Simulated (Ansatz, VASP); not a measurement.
One calculation of SiC, two programs

Contents of INCAR:

```
ALGO     = Normal         # electronic algorithm
EDIFF    = 1E-7           # SCF threshold, eV
ENCUT    = 520            # plane-wave cutoff, eV
GGA      = PS             # functional
ISIF     = 2              # what is computed and relaxed
ISMEAR   = 0              # smearing method
LASPH    = T              # aspherical terms in the spheres
LCHARG   = T              # write CHGCAR
LELF     = T              # ELF
LREAL    = F              # projectors in reciprocal space
LVHAR    = T            
LWAVE    = F              # write WAVECAR
NBANDS   = 11             # bands
NELM     = 100            # most SCF steps
PREC     = Accurate       # precision mode
SIGMA    = 0.05           # smearing width, eV
```

KPOINTS

```
k-points
0
Gamma
  12 12 12
```

The input POSCAR:

```
SiC
1.0
    0.0000000000      2.2211459603      2.2211459603
    2.2211459603      0.0000000000      2.2211459603
    2.2211459603      2.2211459603      0.0000000000
Si C
1 1
Direct
    0.0000000000      0.0000000000      0.0000000000
    0.7500000000      0.7500000000      0.7500000000
```

Input for Ansatz:

```yaml
crystal:
  lattice:
    - [0.0, 2.2211459603, 2.2211459603]
    - [2.2211459603, 0.0, 2.2211459603]
    - [2.2211459603, 2.2211459603, 0.0]
  atoms:
    - { symbol: Si, position: [0.0, 0.0, 0.0] }
    - { symbol: C, position: [0.75, 0.75, 0.75] }
basis:
  ecutwfc: 520.0
kpoints:
  mp_grid: { grid: [12, 12, 12] }
hamiltonian:
  xc: pbesol
  pseudopotentials: { kind: paw, azcp: { folder: soft_1 } }
scf:
  occupations: { method: gaussian, width: 0.05 }
output:
  forces: true
  stress: true
  eigenvalues: true
```

Alike in both runs: task single point; functional PBEsol; k mesh 12 × 12 × 12; occupations gaussian, width 0.05 eV; no spin polarisation.

|  | VASP | Ansatz |
| --- | --- | --- |
| version | VASP 6.6.1 | Ansatz 0.2.0 |
| potentials or method | VASP PAW PBE potentials, release 64 (Si, C) | scalar-relativistic, plane waves, PAW |
| plane-wave cutoff (eV) | 520 | 520 |
| valence electrons in the cell | 8 | 8 |

```tsv
	VASP	Ansatz	Ansatz less VASP
gap on the k mesh at the Fermi level (eV)	1.28	1.29	+0.010
least direct gap on the mesh (eV)	4.38	4.39	+0.012
pressure (GPa)	-11.2	-11.5	-0.32
```

Ansatz warned: «pseudo_functional_mismatch».

Caveats: the PAW data sets were made with another functional, which shifts forces and pressure a little (VASP). A k mesh can miss the band edges.
